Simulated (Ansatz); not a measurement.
KBr:

```
CELL_PARAMETERS angstrom
0.00000 3.30000 3.30000
3.30000 0.00000 3.30000
3.30000 3.30000 0.00000
ATOMIC_POSITIONS crystal
Br 0.50000 0.50000 0.50000
K 0.00000 0.00000 0.00000
```

Base run:

| Item | Value |
| --- | --- |
| Program | Ansatz 0.2.0 |
| Functional | HSE(alpha, omega) |
| Potentials or basis | all-electron PAW datasets made for the crystal |
| Cutoff | 220 eV (chosen from the basis error) |
| k mesh | 4 × 4 × 4 |
| Occupations | fermi-dirac, width 0.05 eV |
| Spin | no spin polarisation |

Its results: band gap on the k mesh 5.63 eV, direct; pressure 0.5 GPa.

Task: The run is repeated on the same cell with these changes: share of exact exchange from 0.25 to 0.05. What comes out?

Result: Band gap on the k mesh 4.67 eV, direct; pressure 0.7 GPa.

